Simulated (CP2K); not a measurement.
Runs of CP2K 2026.2 on BeTe. It takes space group F-43m (No. 216, cubic). Conventional cell: a = 5.540 Å, b = 5.540 Å, c = 5.540 Å, α = 90.00°, β = 90.00°, γ = 90.00°. Te (site symmetry -43m) has 4 Be at 2.40 Å as nearest neighbours. Around Be (site symmetry -43m) lie 4 Te at 2.40 Å. 

```tsv
task	level	potentials or basis	k mesh	smearing	EPS_SCF	NGRIDS	EXTRAPOLATION	displacement (A)	k points reduced by the point group	gap on the mesh (eV)	pressure (GPa)
single point	PBE	POTENTIAL_UZH Te GTH-PBE-q6, Be GTH-PBE-q4; TZVP-MOLOPT-PBE-GTH basis	8 × 8 × 8	gaussian 0.029 eV	1.0E-6	4	-	-	yes	2.54	5.5
band structure	revPBE	POTENTIAL_UZH Te GTH-PBE-q6, Be GTH-PBE-q4; TZVP-MOLOPT-PBE-GTH basis	8 × 8 × 8	fermi-dirac 0.05 eV	1.0E-6	5	-	-	yes	2.60	(a)
band structure	BLYP	GTH_POTENTIALS Te GTH-BLYP-q6, Be GTH-BLYP-q4; TZVP-MOLOPT-PBE-GTH basis	8 × 8 × 8	fermi-dirac 0.05 eV	1.0E-6	5	-	-	yes	(b)	7.9
single point	LDA	GTH_POTENTIALS Te GTH-PADE-q6, Be GTH-PADE-q4; TZVP-MOLOPT-PBE-GTH basis	8 × 8 × 8	gaussian 0.02 eV	1.0E-6	4	-	-	yes	2.54	1.6
single point	PBE	POTENTIAL_UZH Te GTH-PBE-q6, Be GTH-PBE-q4; TZVP-MOLOPT-PBE-GTH basis	8 × 8 × 8	gaussian 0.03 eV	1.0E-6	4	-	-	yes	2.54	5.5
```

Alike in all rows: no spin polarisation; cell as given.

Estimate the missing entries.

(a) 6.5; (b) 2.72.

Caveats: spin-orbit coupling is left out, which moves the levels of the heavy elements; the basis of atomic orbitals isn't converged, which shifts pressures, moduli and gaps; the potentials were made for another functional, which shifts forces and pressure (some runs).

A k mesh can miss the band edges, and the runs leave out spin-orbit coupling on Te.
